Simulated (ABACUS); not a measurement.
Crystal: Zn.

```xyz
1
Lattice="-1.5690 1.5690 1.5690 1.5690 -1.5690 1.5690 1.5690 1.5690 -1.5690" Properties=species:S:1:pos:R:3 pbc="T T T"
Zn    0.0000    0.0000    0.0000
```

This isn't the form of Zn at room conditions, which is hcp.

Program: ABACUS 3.10.1. Alike in all runs: task single point; potentials or basis SG15 ONCV 1.2 PBE, plane waves; no spin polarisation; cell as given; k mesh 12 × 12 × 12; cutoff (eV) 1143; smearing fermi-dirac 0.05 eV.

Q: Order these runs on this cell by their pressure, lowest first.
A. level TPSS
B. level LDA
C. level PBE

A: B (-10.3 GPa), A (-5.4 GPa), C (-0.4 GPa).

Caveats: the potentials were made for another functional, which shifts forces and pressure (some runs).
